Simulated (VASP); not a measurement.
The system is SnS2 (Berndtite-2T).

```xyz
3
Lattice="3.6390 0.0000 0.0000 -1.8195 3.1515 0.0000 0.0000 0.0000 5.8680" Properties=species:S:1:pos:R:3 pbc="T T T"
Sn    0.0000    0.0000    0.0000
S     0.0000    2.1010    1.4670
S     1.8195    1.0505    4.4010
```

```yaml
Program: VASP 6.6.1
Task: relaxation of cell and atoms
Functional: PBE
Potentials_or_basis: VASP PAW PBE potentials, release 64 (Sn_d, S)
Cutoff: 600 eV
k_mesh: 9 × 9 × 5
Occupations: gaussian, width 0.03 eV
Spin: no spin polarisation
```

At the start: pressure 4.2 GPa; volume 22.43 Å³/atom.

How do energy, volume and symmetry change on relaxing?

Over 14 steps the energy falls by 26.9 meV/atom and the volume is 26.77 Å³/atom (+19.4 %); space group P-3m1 (No. 164, to 0.05 Å).

The path:
```tsv
step	energy change (eV)	largest force (eV/Å)	pressure (GPa)	volume (Å³)
1	0.0000	0.2414	4.20	67.30
2	-0.0153	0.5887	-2.55	73.18
3	-0.0411	0.2469	0.14	70.47
4	-0.0458	0.1839	0.12	70.89
5	-0.0510	0.0223	0.05	71.99
6	-0.0552	0.0192	0.05	72.38
7	-0.0651	0.0079	0.10	73.55
8	-0.0759	0.0258	0.37	75.85
9	-0.0717	0.1573	1.46	80.28
10	-0.0767	0.1162	1.00	78.26
11	-0.0801	0.0148	0.22	79.77
12	-0.0802	0.0437	0.06	80.11
13	-0.0805	0.0311	0.03	80.18
14	-0.0807	0.0075	-0.01	80.32
```

Final structure:
```yaml
crystal:
  lattice:
    - [3.70129, 0.00000, 0.00000]
    - [-1.85065, 3.20541, 0.00000]
    - [0.00000, 0.00000, 6.77029]
  atoms:
    - { symbol: Sn, position: [0.00000, 0.00000, 0.00000] }
    - { symbol: S, position: [0.33333, 0.66667, 0.21836] }
    - { symbol: S, position: [0.66667, 0.33333, 0.78164] }
```

Caveat: the volume moved by over 15 % at a fixed basis, so the end points are rough; this functional lacks dispersion, which binds the layers, so the pressure and a relaxed spacing across them are unreliable, and here the layers came unbound; the volume moved by +19 % from the deposited cell, more than functionals usually miss.
